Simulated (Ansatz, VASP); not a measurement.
## SrCl2 in VASP and in Ansatz

The input INCAR:

```
PREC = Accurate
ENCUT = 520
EDIFF = 1E-6
ISMEAR = -1
SIGMA = 0.05
LREAL = False
LASPH = True
NELM = 100
ALGO = Normal
ISIF = 2
LWAVE = False
LCHARG = True
GGA = PE
LELF = True
LVHAR = True
NBANDS = 19
```

Contents of KPOINTS:

```
regular mesh
0
Gamma
  7 7 7
```

File POSCAR:

```
SrCl2
1.0
    0.0000000000      3.4171392023      3.4171392023
    3.4171392023      0.0000000000      3.4171392023
    3.4171392023      3.4171392023      0.0000000000
Sr Cl
1 2
Direct
    0.0000000000      0.0000000000      0.0000000000
    0.7500000000      0.7500000000      0.7500000000
    0.2500000000      0.2500000000      0.2500000000
```

input.yaml

```yaml
crystal:
  lattice:
    - [0.0, 3.4171392023, 3.4171392023]
    - [3.4171392023, 0.0, 3.4171392023]
    - [3.4171392023, 3.4171392023, 0.0]
  atoms:
    - { symbol: Sr, position: [0.0, 0.0, 0.0] }
    - { symbol: Cl, position: [0.75, 0.75, 0.75] }
    - { symbol: Cl, position: [0.25, 0.25, 0.25] }
kpoints:
  mp_grid: { grid: [7, 7, 7] }
scf:
  occupations: { method: fermi_dirac, width: 0.05 }
hamiltonian:
  xc: pbe
  pseudopotentials: { kind: all_electron, lapw: { basis_error: 0.001 } }
output:
  forces: true
  stress: true
  eigenvalues: true
```

Change from the starting cell: volume scaled by 0.94.

Alike in both runs: task single point; functional PBE; k mesh 7 × 7 × 7; occupations fermi-dirac, width 0.05 eV; no spin polarisation.

|  | VASP | Ansatz |
| --- | --- | --- |
| version | VASP 6.6.1 | Ansatz 0.2.0 |
| potentials or method | VASP PAW PBE potentials, release 64 (Sr_sv, Cl) | all-electron LAPW, scalar-relativistic |
| plane-wave cutoff (eV) | 520 | see its input |

Ansatz gave:

| Property | Result |
| --- | --- |
| gap on the k mesh at the Fermi level (eV) | 5.58 |
| least direct gap on the mesh (eV) | 5.70 |
| pressure (GPa) | 3.7 |

Problem. What did VASP give for the same quantities?

Solution. gap on the k mesh at the Fermi level (eV): 5.58; least direct gap on the mesh (eV): 5.69; pressure (GPa): 3.8.

Ansatz ran all-electron here, so the differences hold the error of VASP's frozen core and of both bases.

Caveats: an odd mesh through Γ misses points on the zone boundary, where band edges often lie.
